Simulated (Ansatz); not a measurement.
## Moving the knobs of a GW run on Te2Mo (layers cut from the bulk crystal)

A base run on Te2Mo (layers cut from the bulk crystal), then changed inputs.

Main program and level: Ansatz 0.2.0; G0W0 on PBEsol, plane waves, PAW; PAW set soft_1.

## 1. Starting point

The cell holds 9 atoms: 6 Te and 3 Mo. Cell: a = 3.438 Å, b = 3.438 Å, c = 57.100 Å, α = 90.0°, β = 90.0°, γ = 120.0°. It derives from Te2Mo. Regions: layer 1, 3 atoms (2 Te and 1 Mo); layer 2, 3 atoms (2 Te and 1 Mo); layer 3, 3 atoms (2 Te and 1 Mo). Vacuum lies along c.

The structure was relaxed with PBEsol-D3(BJ). The runs that relaxed it are not among those shown. Spin-orbit coupling is left out unless a step names it. The Coulomb interaction is cut off across the vacuum.

## 2. The base run: 6×6×1 mesh, 777 empty bands, screening to 70 eV, PAW set soft_1 files

Now the one-shot GW correction: screening in the RPA, then the self-energy of the levels asked for. This step takes PAW set soft_1 files.

Contents of input.yaml:

```yaml
crystal:
  lattice:
    - [3.4375629515, 0.0, 0.0]
    - [-1.7187814758, 2.9770168431, 0.0]
    - [0.0, 0.0, 57.1]
  atoms:
    - { symbol: Te, position: [0.3333333333, 0.6666666667, 0.3514616188] }
    - { symbol: Mo, position: [0.6666666667, 0.3333333333, 0.3832417998] }
    - { symbol: Te, position: [0.3333333333, 0.6666666667, 0.415090619] }
    - { symbol: Te, position: [0.6666666667, 0.3333333333, 0.4682266718] }
    - { symbol: Mo, position: [0.3333333333, 0.6666666667, 0.5] }
    - { symbol: Te, position: [0.6666666667, 0.3333333333, 0.5317733282] }
    - { symbol: Te, position: [0.3333333333, 0.6666666667, 0.584909381] }
    - { symbol: Mo, position: [0.6666666667, 0.3333333333, 0.6167582002] }
    - { symbol: Te, position: [0.3333333333, 0.6666666667, 0.6485383812] }
  periodic: [true, true, false]
kpoints:
  mp_grid: { grid: [6, 6, 1] }
hamiltonian:
  xc: pbesol
  pseudopotentials: { kind: paw, azcp: { folder: soft_1 }, xc_functional: pbe }
scf:
  occupations: { method: fixed }
  convergence: { dr2_threshold: 1.0e-10 }
gw:
  n_empty_bands: 777
  ecut_chi: 70.0
  qp_bands: [v3, c3]
  qp_kpoints: band_edges
  screening: { model: contour_deformation }
```

Run with:

```
ansatz run input.yaml --threads 2 --pin off --max-ram 73728MiB --backend cuda --events-out ev --progress --plain --runs-dir out --devices 1 --max-vram 13GiB
```

Numbers of over 12 decimals in the logs are rounded to 6 here.

The program printed:

```text
GPUs: using 1 of 1 available (devices: 1).
Engine: ansatz 0.2.0, x86_64-unknown-linux-gnu
Pseudopotentials: kind: paw
Pseudopotential: Te, paw, valence charge 16, recommended cutoff 420 eV (normal), soft_1/Te.paw.azcp
Pseudopotential: Mo, paw, valence charge 14, recommended cutoff 420 eV (normal), soft_1/Mo.paw.azcp
Functional definition: PBEsol
  exchange = pbesol_x
  correlation = pbesol_c
device memory: the entry about to start is reckoned to put 4.0 GiB on a device that reports 57.5 GiB free (of which the cap on the GPU budget leaves the run 13.0 GiB)
GPU FFT provider: cuFFT
GPU libraries: cuBLAS 13.8.2, cuFFT 12.4.0, cuSOLVER 12.3.4
Crystal: 9 atoms, lattice volume = 584.343 Å³
Basis set: ecut = 420 eV, 11351 PW (Γ)
Bands: 83, of which v1, the nominal top of the filled ones, is band 69 counted from 1 (68 counted from 0)
Symmetry: 12 space group operations
Space group: P-6m2 (ITA 187), of the structure as read, at distance tolerance 8.4e-5 Å
k-points: 7 of 36 (time reversal used)
Non-local potential: Te, projectors of the file, l = 0: 2, l = 1: 2, l = 2: 2, l = 3: 1
Non-local potential: Mo, projectors of the file, l = 0: 3, l = 1: 2, l = 2: 2, l = 3: 1
PAW form: soft (Blöchl's): semilocal exchange-correlation on the pseudo side does not see the compensation charge
PAW frozen core: Te, regenerated for the run's functional, and the local potential with it (the file was generated under x = pbe(κ = 0.804, μ = 0.219515), c = pbe(β = 0.066725))
PAW frozen core: Mo, regenerated for the run's functional, and the local potential with it (the file was generated under x = pbe(κ = 0.804, μ = 0.219515), c = pbe(β = 0.066725))
PAW one-centre angular grid: Te, 590 points (default); XC on 64 Gauss nodes
PAW one-centre angular grid: Mo, 590 points (default); XC on 64 Gauss nodes
Initial density: superposition of atomic densities (neutral atoms: chi_scale 0, normalization atom)
Initial wavefunctions: pseudopotential atomic-orbital guess
GPU buffer pool allocated for 221184 grid points (all kernels)
GPU transforms: local potential and band sums: pruned to the plane-wave sphere, on 24×24×384
Functional: x = pbesol(κ = 0.804, μ = 0.123457), c = pbesol(β = 0.046)
SCF iter   1: F=—  HF=-56106.545505 eV  |F-HF|=—  |Δ(HF+E_count)|=         —  Δρ=2.99e-2  dr2=6.87e0  ethr=3.10e-3  ⟨swp⟩=6.9  Hψ=2519  notcnv=0  defer=75
preconditioner: auto → Resta (q_TF=auto, 2.145 Å⁻¹)  ε∞=3.1  [insulator: Δε(μ)=0.678 eV  Ē_g=7.854 eV  n_scr=80 (ndim 8)  ℏωp=11.3 eV  f_vac=0.634  ε∞_Penn≈3.1  vacuum switching on, ρ_ref=4.5e-3 e/Å³]
SCF iter   2: F=—  HF=-56104.989750 eV  |F-HF|=—  |Δ(HF+E_count)|=    1.56e0  Δρ=1.29e-2  dr2=3.78e0  ethr=3.10e-3  ⟨swp⟩=3.7  Hψ=1168  notcnv=0  defer=76
[...]
NSCF: frozen V_eff on 7 k-points
G₀W₀ screening: q 1/7
[... further progress lines ...]
SCF converged after 16 iterations
Free energy (F): -56104.481677 eV
Harris-Foulkes:  -56104.481677 eV  (|F-HF|=4.66e-10)
Internal energy: -56104.481677 eV  (E = F + TS)
E sigma→0 (E₀):  -56104.481677 eV
Fermi energy:    -4.579342 eV
--- Per-component energies (eV) ---
  E_band       = -4089.239138
  E_kinetic    = 2316.151855
  E_local      = -1314108.572528  (includes V_loc(G=0)·N_el)
  E_nonlocal   = 868.537481
  E_hartree    = 655490.090184
  E_xc         = -1260.130153
  E_vxc        = -1276.325739  (∫ρ·V_xc dr)
  E_paw        = -37030.565023  (= ΣΔE_a)
  E_vpaw       = -2869.211616  (= ΣTr[D̂ρ^β])
  E_aug_tail   = 0.000664  (compensation charges beyond the density's cutoff)
  E_ewald      = 637617.129075
  E_core_change = 2.876767  (= ΣΔE_core)
  E_smearing   = -0.000000  (= −TS)
  E_closure    = 0.000000  (closes the sum)
  Σ components = -56104.481677   (vs F -56104.481677, Δ=0.00e0)
--- Band table (eV; the first three rows and the last of 7) ---
  k-point 0: bands = [... 65 lower, -5.6278, -5.6278, -4.5823, -4.5793, -1.6241 (-1.6241°), -1.6241 (-1.6241°), -1.5588 (-1.5588°), -1.5588 (-1.5588°), ... 10 higher]
  k-point 1: bands = [... 65 lower, -5.6721, -5.6692, -5.1182, -4.9524, -2.7731, -2.6978, -2.5613, -2.4577, ... 10 higher]
  k-point 2: bands = [... 65 lower, -5.8660, -5.4888, -5.3651, -5.2858, -3.5174, -3.3227, -3.1210, -3.0433, ... 10 higher]
  k-point 6: bands = [... 65 lower, -6.6083, -5.0924, -4.9462, -4.7785, -3.6850, -3.5520, -3.5512, -3.5387, ... 10 higher]
  ° read free of the cell's end (the report's vacuum.weakly_bound_levels)
--- G₀W₀: contour deformation, 7 samples at zero and on the imaginary axis and 1 off it, 36 q-points, 777 empty bands' worth ---
  eigenvalues of the whole cell's RPA ε∞ on this k-mesh (on a slab, of 1 + 4πα/V) = 1.3255, 7.9407, 7.9407; static W/v taken at q = 0 is 0.222232
  gw.qp_kpoints: band_edges: 7 of 7 stored k-points solved, in 1 pass; an edge of the gap read off the rows below is read off those points alone
    ik  band        ε_KS         Σx   Σc(E_QP)       V_xc       Z   E_QP_lin       E_QP  E_QP is
     0    67     -5.6278   -19.9610     1.0033   -19.2633  0.7224    -5.3243    -5.3222  root
     0    68     -4.5823   -17.3752     0.6485   -16.8184  0.7484    -4.4907    -4.4905  root
     0    69     -4.5793   -18.4839     0.3883   -18.3326  0.7335    -4.3432    -4.3424  root
     0    70     -1.6241   -12.6974    -3.8761   -17.0357  0.7278    -1.1548    -1.1620  root
     0    71     -1.6241   -12.6974    -3.8761   -17.0357  0.7278    -1.1548    -1.1620  root
     0    72     -1.5588   -12.6912    -3.9213   -17.0643  0.7209    -1.1002    -1.1070  root
     1    67     -5.6692   -17.5284     1.1719   -16.4125  0.7203    -5.6134    -5.6132  root
     1    68     -5.1182   -18.1278     0.7660   -17.5320  0.7329    -4.9485    -4.9480  root
[...]
6    69     -4.7785   -18.2486     0.2922   -18.2692  0.7164    -4.4674    -4.4658  root
     6    70     -3.6850   -12.9287    -3.4013   -16.7920  0.7424    -3.2178    -3.2230  root
     6    71     -3.5520   -15.3769    -3.8729   -19.8795  0.7137    -2.9092    -2.9223  root
     6    72     -3.5512   -15.3266    -3.8951   -19.8590  0.7070    -2.8993    -2.9140  root
```

Run time: 47 s. Hardware: 1 × NVIDIA H100 80GB HBM3 (shared by 6 runs) with 2 threads of AMD EPYC 7R13 (Zen 3), shared host; peak memory 3.2 GiB; 63 s of CPU time.

The column dr2 measures how far the density is from self-consistency, as an energy; F and HF (Harris–Foulkes) agree once it is small.

This step gave:

```
bands summed                                 : 846
plane waves in the screening matrix          : 803
q-points in the mesh                         : 36
G0W0 gap on the mesh                         : 0.8970 eV
k of the valence top                         : 0, 0, 0
k of the conduction bottom                   : 0.1667, 0.1667, 0
starting gap on the mesh                     : 0.6738 eV
Z at the valence top                         : 0.7335
Z at the conduction bottom                   : 0.7357
least direct G0W0 gap on the computed points : 1.243 eV
```

The gap on the mesh goes from 0.67 eV to 0.90 eV, a correction of +0.22 eV. Between the two edge states, bare exchange in place of the xc potential would open the gap by 3.87 eV, and correlation takes back 3.64 eV.

## 3. Variant: plasmon pole at a typed frequency

Edit input.yaml of step 2 so:

```diff
@@ -23,8 +23,8 @@
   occupations: { method: fixed }
-  convergence: { dr2_threshold: 1.0e-10 }
 gw:
-  n_empty_bands: 777
-  ecut_chi: 70.0
+  n_empty_bands: 1326
+  ecut_chi: 100
   qp_bands: [v3, c3]
   qp_kpoints: band_edges
-  screening: { model: contour_deformation }
+  screening: { model: godby_needs }
+  plasmon_pole_fit_frequency: 25
```

The program printed:

```text
GPUs: using 1 of 1 available (devices: 1).
[...]
GPU FFT provider: cuFFT
GPU libraries: cuBLAS 13.8.2, cuFFT 12.4.0, cuSOLVER 12.3.4
Crystal: 9 atoms, lattice volume = 584.343 Å³
Basis set: ecut = 420 eV, 11351 PW (Γ)
Bands: 83, of which v1, the nominal top of the filled ones, is band 69 counted from 1 (68 counted from 0)
[... 1 set-up line as in the run before ...]
[...]
k-points: 7 of 36 (time reversal used)
[...]
GPU buffer pool allocated for 221184 grid points (all kernels)
[...]
SCF iter   1: F=—  HF=-56106.545505 eV  |F-HF|=—  |Δ(HF+E_count)|=         —  Δρ=2.99e-2  dr2=6.87e0  ethr=3.10e-3  ⟨swp⟩=6.9  Hψ=2519  notcnv=0  defer=75
[...]
SCF iter  13: F=-56104.481677 eV  HF=-56104.481677 eV  |F-HF|=1.32e-8  |Δ(HF+E_count)|=   2.09e-8  Δρ=1.30e-6  dr2=2.31e-8  ethr=7.25e-11  ⟨swp⟩=24.4  Hψ=3678  notcnv=0
SCF 1 converged in 13 iterations: F = -56104.481677 eV  dr2 = 2.31e-8
[...]
NSCF: frozen V_eff on 7 k-points
[...]
G₀W₀ screening: q 1/7
[... further progress lines ...]
SCF converged after 13 iterations
Free energy (F): -56104.481677 eV
[...]
Internal energy: -56104.481677 eV  (E = F + TS)
E sigma→0 (E₀):  -56104.481677 eV
Fermi energy:    -4.579475 eV
[...]
--- Band table (eV; the first three rows and the last of 7) ---
  k-point 0: bands = [... 65 lower, -5.6279, -5.6279, -4.5825, -4.5795, -1.6242 (-1.6242°), -1.6242 (-1.6242°), -1.5590 (-1.5590°), -1.5590 (-1.5590°), ... 10 higher]
  k-point 1: bands = [... 65 lower, -5.6722, -5.6693, -5.1184, -4.9525, -2.7733, -2.6979, -2.5614, -2.4578, ... 10 higher]
  k-point 2: bands = [... 65 lower, -5.8662, -5.4890, -5.3652, -5.2859, -3.5175, -3.3228, -3.1212, -3.0434, ... 10 higher]
  k-point 6: bands = [... 65 lower, -6.6085, -5.0925, -4.9464, -4.7787, -3.6852, -3.5521, -3.5514, -3.5389, ... 10 higher]
  ° read free of the cell's end (the report's vacuum.weakly_bound_levels)
--- G₀W₀: ω_p = 25.0000 eV, 36 q-points, 1326 empty bands' worth ---
[...]
GN-PPA: 32620204/63394689 pairs with Re ω̃² < 0 across q-mesh
  bands read: the sum over 1395 bands ends inside a degenerate multiplet in 1 slot, whose members it reads at an even weight; the widest, k=0: bands 1395 to 1396 (counted from 1) at 1/2 each
[...]
0    67     -5.6279   -19.9610     0.8504   -19.2633  0.7685    -5.4753    -5.4752  root
     0    68     -4.5825   -17.3752     0.4929   -16.8184  0.7858    -4.6464    -4.6464  root
     0    69     -4.5795   -18.4839     0.2431   -18.3326  0.7769    -4.4878    -4.4877  root
     0    70     -1.6242   -12.6974    -3.9590   -17.0357  0.7875    -1.2441    -1.2449  root
     0    71     -1.6242   -12.6974    -3.9590   -17.0357  0.7875    -1.2441    -1.2449  root
     0    72     -1.5590   -12.6912    -3.9924   -17.0643  0.7833    -1.1770    -1.1783  root
     1    67     -5.6693   -17.5284     1.0184   -16.4126  0.7707    -5.7668    -5.7668  root
     1    68     -5.1184   -18.1278     0.6137   -17.5320  0.7785    -5.1004    -5.1004  root
[...]
6    69     -4.7787   -18.2486     0.1589   -18.2692  0.7667    -4.5992    -4.5991  root
     6    70     -3.6852   -12.9286    -3.5017   -16.7920  0.7824    -3.3228    -3.3235  root
     6    71     -3.5521   -15.3769    -3.9250   -19.8795  0.7684    -2.9728    -2.9745  root
     6    72     -3.5514   -15.3266    -3.9368   -19.8590  0.7598    -2.9535    -2.9558  root
```

Elapsed: 3.8 min, on 1 × NVIDIA H100 80GB HBM3 (shared by 6 runs) with 2 threads; peak memory 12 GiB; 6.1 min of CPU time.

The G0W0 gap on the mesh is 0.950 eV.

Against the base:

| setting | base | variant |
| --- | --- | --- |
| empty bands | 777 | 1326 |
| screening cutoff (eV) | 70.0 | 100 |
| frequency model | contour deformation | plasmon pole |
| plasmon pole fit frequency | - | 25 |

| quantity | variant | base |
| --- | --- | --- |
| starting gap on the mesh | 0.674 | 0.674 |
| G0W0 gap on the mesh | 0.950 | 0.897 |
| least direct G0W0 gap on the computed points | 1.276 | 1.243 |
| Z at the valence top | 0.777 | 0.734 |
| Z at the conduction bottom | 0.780 | 0.736 |

## 4. What came out

| Item | Value |
| --- | --- |
| base | 0.90 eV, 47 s |
| plasmon pole at a typed frequency | 0.95 eV, 3.8 min |

Plasmon pole at a typed frequency: the gap moves by +0.05 eV and the time by a factor of 4.9. The variant differs from the base in empty bands, screening cutoff, frequency model and plasmon pole fit frequency together, so the change can't be laid to one of them. All runs here use a coarse mesh and modest cutoffs; they test settings and are not final values. The mesh in the plane is coarse for a sheet; gap and any exciton binding can still move on denser ones. The many-body steps are scalar-relativistic: spin-orbit coupling is not in them.

[Paths, hosts, dates, memory and timing lines, banners, echoed tables and standing remarks are left out of the program output.]

[Logs are printed without paths, hosts, clocks, repeated set-up lines and the standing remarks that a program may print on its own settings, such as how far it seeks lower states.]

[Runs of the session that timed out or met a known fault of the program may be left out.]

[Cells called generated may have been cut or substituted from an entry of the Crystallography Open Database or the Materials Project.]

[Hosts, paths, dates, database ids (printed as entryN), source tags and the programs' standing remarks are cut or masked in the printed files.]
